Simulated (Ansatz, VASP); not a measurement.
# Sb in VASP and in Ansatz

```
Sb
1.0
     0.00000    2.37124    2.37124
     2.37124    0.00000    2.37124
     2.37124    2.37124    0.00000
Sb
1
Direct
  0.00000 0.00000 0.00000
```

This isn't the form of Sb at room conditions, which is rhombohedral.

Alike in both runs: task single point; functional PBE; k mesh 10 × 10 × 10; occupations fermi-dirac, width 0.05 eV; no spin polarisation.

|  | VASP | Ansatz |
| --- | --- | --- |
| version | VASP 6.6.1 | Ansatz 0.2.0 |
| potentials or method | VASP PAW PBE potentials, release 64 (Sb) | Ansatz PAW soft_1 |
| plane-wave cutoff (eV) | 520 | 420 |
| valence electrons in the cell | 5 | 15 |

Ansatz gave:

| Property | Result |
| --- | --- |
| gap on the k mesh at the Fermi level (eV) | none |
| pressure (GPa) | 1.9 |

Question: Estimate VASP's values.

Answer: gap on the k mesh at the Fermi level (eV): none; pressure (GPa): 1.7.

A gap of «none» marks a metal or a gap that the smearing closes. The functional is the same, so the differences come from potentials, cutoffs and numerics. The two sets of potentials don't hold the same shells in valence.

Spin-orbit coupling is left out, which matters for the levels of Sb.
